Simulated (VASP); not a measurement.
A run of VASP 6.6.1 is set up as follows.

The input INCAR:

```
SYSTEM = W
PREC = Accurate
ENCUT = 600
EDIFF = 1E-6
ISMEAR = -1
SIGMA = 0.05
LREAL = .FALSE.
LASPH = .TRUE.
NELM = 100
ALGO = Fast
ISIF = 3
LWAVE = .FALSE.
LCHARG = .FALSE.
GGA = CX
LUSE_VDW = .TRUE.
AGGAC = 0.0
IBRION = 2
NSW = 40
EDIFFG = -0.005
```

File KPOINTS:

```
Automatic mesh
0
G
  12 12 12
  0 0 0
```

The input POSCAR:

```
W
1.0
   -1.5823450000      1.5823450000      1.5823450000
    1.5823450000     -1.5823450000      1.5823450000
    1.5823450000      1.5823450000     -1.5823450000
W
1
Direct
    0.0000000000      0.0000000000      0.0000000000
```

Potentials or basis: VASP PAW PBE potentials, release 64 (W_sv).

Run with:

```sh
$ cat potpaw_PBE.64/W_sv/POTCAR > POTCAR
$ mpirun -np 1 vasp_std > vasp.out
```

**Question.** Predict the band gap on the k mesh.

**Answer.** None (metal or under the smearing width).

**Question.** Predict the relaxed cell.

**Answer.** a = 2.738 Å, b = 2.738 Å, c = 2.738 Å, α = 109.47°, β = 109.47°, γ = 109.47°.

**Question.** What does it give for the relaxed volume?

**Answer.** 15.80 Å³/atom.

**Question.** What does it give for the space group after relaxing (to 0.05 Å)?

**Answer.** Im-3m (No. 229).

Step by step:
| step | energy change (eV) | largest force (eV/Å) | pressure (GPa) | volume (Å³) |
| --- | --- | --- | --- | --- |
| 1 | 0.0000 | 0.0000 | -1.10 | 15.85 |
| 2 | 0.0024 | 0.0000 | 4.10 | 15.60 |
| 3 | -0.0002 | 0.0000 | 0.02 | 15.80 |

Caveat: the PAW data sets were made with another functional, which shifts forces and pressure a little. Spin-orbit coupling is left out, which matters for the levels of W.
